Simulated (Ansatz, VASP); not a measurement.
**Pd in VASP and in Ansatz**

```
Pd
1.0
     0.00486    1.94490    1.94490
     1.94976    0.00000    1.94976
     1.94490    1.94490    0.00486
Pd
1
Direct
  0.00000 0.00000 0.00000
```

Change from the starting cell: strain +0.0050 x Voigt [0, 0, 0, 0, 1, 0], atoms carried along.

Alike in both runs: task single point; functional PBEsol; k mesh 20 × 20 × 20; occupations gaussian, width 0.15 eV; no spin polarisation.

|  | VASP | Ansatz |
| --- | --- | --- |
| version | VASP 6.6.1 | Ansatz 0.2.0 |
| potentials or method | VASP PAW PBE potentials, release 64 (Pd) | scalar-relativistic, plane waves, PAW |
| plane-wave cutoff (eV) | 520 | 420 |
| valence electrons in the cell | 10 | 18 |

Ansatz gave:

```
gap on the k mesh at the Fermi level (eV)       : none
pressure (GPa)                                  : -2.2
largest component of the traceless stress (GPa) : 0.38
```

What did VASP give for the same quantities?

gap on the k mesh at the Fermi level (eV): none; pressure (GPa): -2.5; largest component of the traceless stress (GPa): 0.38.

A gap of «none» marks a metal or a gap that the smearing closes. The functional is the same, so the differences come from potentials, cutoffs and numerics. The two sets of potentials don't hold the same shells in valence.

Caveats: the PAW data sets were made with another functional, which shifts forces and pressure a little (VASP).
